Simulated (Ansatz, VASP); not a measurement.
**ZnO: VASP beside Ansatz**

File INCAR:

```
SYSTEM = ZnO
ALGO = Normal
EDIFF = 1E-7
ENCUT = 520
ISIF = 2
ISMEAR = -1
LASPH = .TRUE.
LCHARG = .TRUE.
LELF = .TRUE.
LREAL = .FALSE.
LVHAR = .TRUE.
LWAVE = .FALSE.
NBANDS = 26
NELM = 100
PREC = Accurate
SIGMA = 0.05
```

The input KPOINTS:

```
k-points
0
G
  12 12 7
  0 0 0
```

The input POSCAR:

```
ZnO
1.0
    3.2373510235      0.0000000000      0.0000000000
   -1.6186755117      2.8036282273      0.0000000000
    0.0000000000      0.0000000000      5.2220613000
Zn O
2 2
Direct
    0.6666666700      0.3333333300      0.5005917000
    0.3333333300      0.6666666700      0.0005917000
    0.6666666700      0.3333333300      0.8797183000
    0.3333333300      0.6666666700      0.3797183000
```

Input for Ansatz:

```yaml
crystal:
  lattice:
    - [3.2373510235, 0.0, 0.0]
    - [-1.6186755117, 2.8036282273, 0.0]
    - [0.0, 0.0, 5.2220613]
  atoms:
    - { symbol: Zn, position: [0.66666667, 0.33333333, 0.5005917] }
    - { symbol: Zn, position: [0.33333333, 0.66666667, 0.0005917] }
    - { symbol: O, position: [0.66666667, 0.33333333, 0.8797183] }
    - { symbol: O, position: [0.33333333, 0.66666667, 0.3797183] }
hamiltonian:
  xc: lda
  pseudopotentials:
    kind: all_electron
    lapw: { muffin_tin_radii: { Zn: 1.032, O: 0.773 } }
kpoints:
  mp_grid: { grid: [12, 12, 7] }
scf:
  occupations: { method: fermi_dirac, width: 0.05 }
  convergence: { dr2_threshold: 1.0e-09 }
output:
  eigenvalues: true
  forces: true
  stress: true
basis:
  ecutwfc: 400
```

The cell is a database's computed one.

Alike in both runs: task single point; functional LDA; k mesh 12 × 12 × 7; occupations fermi-dirac, width 0.05 eV; no spin polarisation.

|  | VASP | Ansatz |
| --- | --- | --- |
| version | VASP 6.6.1 | Ansatz 0.2.0 |
| potentials or method | VASP PAW LDA potentials, release 64 (Zn, O) | all-electron LAPW, scalar-relativistic |
| plane-wave cutoff (eV) | 520 | see its input |

Ansatz gave:

* gap on the k mesh at the Fermi level (eV): 0.74
* least direct gap on the mesh (eV): 0.74
* pressure (GPa): -6.5
* largest component of the traceless stress (GPa): 0.15

Task: Estimate VASP's values.

Result: gap on the k mesh at the Fermi level (eV): 0.74; least direct gap on the mesh (eV): 0.74; pressure (GPa): -5.5; largest component of the traceless stress (GPa): 0.15.

Ansatz ran all-electron here, so the differences hold the error of VASP's frozen core and of both bases.

LDA gaps usually lie below the measured ones, often by a third to a half.
